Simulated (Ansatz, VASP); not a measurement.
## Si2W: VASP beside Ansatz

```
CELL_PARAMETERS angstrom
-1.60690 1.60690 3.91495
1.60690 -1.60690 3.91495
1.60690 1.60690 -3.91495
ATOMIC_POSITIONS crystal
Si 0.33470 0.33470 0.00000
Si 0.66530 0.66530 0.00000
W 0.00000 0.00000 0.00000
```

Alike in both runs: task single point; functional PBEsol; k mesh 13 × 13 × 13; occupations fermi-dirac, width 0.05 eV; no spin polarisation.

|  | VASP | Ansatz |
| --- | --- | --- |
| version | VASP 6.6.1 | Ansatz 0.2.0 |
| potentials or method | VASP PAW PBE potentials, release 64 (Si, W_sv), cutoff 520 eV | all-electron LAPW, scalar-relativistic |

Ansatz gave:

```
pressure (GPa)                                  : -2.0
largest component of the traceless stress (GPa) : 0.32
rms of the force components (eV/Å)              : 0.004
```

Q: What did VASP give for the same quantities?

A: Pressure (GPa): -1.7; largest component of the traceless stress (GPa): 0.30; rms of the force components (eV/Å): 0.008.

Atom by atom the forces differ by 0.004 eV/Å (rms over components). Ansatz ran all-electron here, so the differences hold the error of VASP's frozen core and of both bases.

Caveats: the PAW data sets were made with another functional, which shifts forces and pressure a little (VASP). The runs have no spin-orbit coupling, so splittings on W are missing.
